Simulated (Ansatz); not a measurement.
**SiO2: how the energy converges with the cutoff**

SiO2, P1, a = 5.074 Å, b = 4.994 Å, c = 5.042 Å, α, β, γ = 123.0°, 123.4°, 83.9°. Ansatz: LDA, PAW, cutoff varied, Γ-centred 6×6×8 mesh on 6 atoms, Gaussian smearing 0.02 eV; no spin polarisation. Single points at one geometry with displaced atoms, the cutoff alone changed; ΔE is the energy at zero smearing over the run at 600 eV. The runs up to 350 eV lie under the cutoff recommended for these PAW datasets.

```
cutoff (eV)  ΔE (meV/atom)
        200        4785.42
        250        1366.07
        300         347.99
        350          75.88
        420              ?
```

Problem. Assume ΔE falls exponentially with the cutoff, fit y = ln ΔE against x, the cutoff in eV, to the other rows, and predict the missing value.

Solution. y = 8.473, 7.220, 5.852, 4.329. Means x = 275.0, y = 6.4685; Σ(Δx)² = 12500, ΣΔxΔy = -345.0; the slope is their ratio. y = 14.06 − 0.02760 x, a factor of ten per 83 eV. At 420 eV this gives ΔE = 11.80 meV/atom. The run gave 5.62, a ratio of 2.10. Between neighbouring rows the decay runs from a factor of ten per 62 eV to one per 92 eV, so one exponential is only a rough guide.

This form isn't the usual stable structure of the compound.